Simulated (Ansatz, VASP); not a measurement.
**One calculation of HfH8, two programs**

```
CELL_PARAMETERS angstrom
0.00000 2.89630 2.89630
2.89630 0.00000 2.89630
2.89630 2.89630 0.00000
ATOMIC_POSITIONS crystal
Hf 0.25000 0.25000 0.25000
H 0.75462 0.24538 0.24538
H 0.24538 0.75462 0.75462
H 0.24538 0.75462 0.24538
H 0.75462 0.24538 0.75462
H 0.24538 0.24538 0.75462
H 0.75462 0.75462 0.24538
H 0.75000 0.75000 0.75000
H 0.50000 0.50000 0.50000
```

Alike in both runs: functional PBE; k mesh 4 × 4 × 4; occupations gaussian, width 0.1 eV; no spin polarisation.

Ansatz relaxed the structure, and its values are those at the end. VASP's run is a single point on that final structure, the one shown.

|  | VASP | Ansatz |
| --- | --- | --- |
| version | VASP 6.6.1 | Ansatz 0.2.0 |
| potentials or method | VASP PAW PBE potentials, release 64 (Hf_pv, H) | scalar-relativistic, plane waves, PAW |
| plane-wave cutoff (eV) | 520 | 420 |
| valence electrons in the cell | 18 | 34 |

Ansatz gave:

* gap on the k mesh at the Fermi level (eV): none
* pressure (GPa): -0.1
* rms of the force components (eV/Å): 0.005

Task: Which values does VASP return?

Result: gap on the k mesh at the Fermi level (eV): none; pressure (GPa): -0.9; rms of the force components (eV/Å): 0.005.

A gap of «none» marks a metal or a gap that the smearing closes. The functional is the same, so the differences come from potentials, cutoffs and numerics. The two sets of potentials don't hold the same shells in valence.

Caveats: the k mesh is coarse (spacing up to 0.47 Å⁻¹), so the values aren't converged. The runs have no spin-orbit coupling, so splittings on Hf are missing.
